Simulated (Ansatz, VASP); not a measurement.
## CdTe in VASP and in Ansatz

The input INCAR:

```
PREC     = Accurate       # precision mode
ENCUT    = 520            # plane-wave cutoff, eV
EDIFF    = 1E-6           # SCF threshold, eV
ISMEAR   = 0              # smearing method
SIGMA    = 0.01           # smearing width, eV
LREAL    = F              # projectors in reciprocal space
LASPH    = T              # aspherical terms in the spheres
NELM     = 80             # most SCF steps
ALGO     = Normal         # electronic algorithm
ISIF     = 2              # what is computed and relaxed
LWAVE    = F              # write WAVECAR
LCHARG   = T              # write CHGCAR
GGA      = CA             # functional
LELF     = T              # ELF
LVHAR    = T            
NBANDS   = 16             # bands
```

Contents of KPOINTS:

```
Automatic mesh
0
Gamma
  6 6 6
```

Contents of POSCAR:

```
CdTe
1.0
    3.0475166284      3.0475166284      0.0000000000
   -3.0475166284      3.0475166284      0.0000000000
    0.0000000000      3.0475166284      3.0475166284
Cd Te
1 1
Direct
    0.0000000000      0.0000000000      0.0000000000
    0.7500000000      0.2500000000      0.5000000000
```

Input for Ansatz:

```yaml
crystal:
  lattice:
    - [3.04751662841, 3.04751662841, 0.0]
    - [-3.04751662841, 3.04751662841, 0.0]
    - [0.0, 3.04751662841, 3.04751662841]
  atoms:
    - { symbol: Cd, position: [0.0, 0.0, 0.0] }
    - { symbol: Te, position: [0.75, 0.25, 0.5] }
kpoints:
  mp_grid: { grid: [6, 6, 6] }
scf:
  occupations: { method: fixed }
  convergence: { dr2_threshold: 1.0e-10 }
hamiltonian:
  xc: lda
  pseudopotentials: { kind: all_electron, lapw: { basis_error: 0.0005 } }
output:
  forces: true
  stress: true
  eigenstates:
    kpoints:
      - [0.0, 0.0, 0.0]
      - [-0.5, -0.5, -0.5]
      - [-0.5, 0.5, 0.0]
      - [0.0, 0.0, -0.5]
      - [0.0, -0.5, -0.5]
      - [0.0, 0.5, 0.0]
      - [-0.5, 0.0, 0.0]
      - [-0.5, 0.0, -0.5]
  eigenvalues: true
```

Alike in both runs: task single point; functional LDA; k mesh 6 × 6 × 6; no spin polarisation.

|  | VASP | Ansatz |
| --- | --- | --- |
| version | VASP 6.6.1 | Ansatz 0.2.0 |
| potentials or method | VASP PAW LDA potentials, release 64 (Cd, Te) | all-electron LAPW, scalar-relativistic |
| plane-wave cutoff (eV) | 520 | see its input |
| occupations | gaussian, width 0.01 eV | fixed |

```tsv
	VASP	Ansatz	Ansatz less VASP
gap on the k mesh at the Fermi level (eV)	1.13	1.07	-0.056
pressure (GPa)	10.5	10.0	-0.47
```

Ansatz ran all-electron here, so the differences hold the error of VASP's frozen core and of both bases.

Caveats: spin-orbit coupling is left out, which moves the levels of the heavy elements.
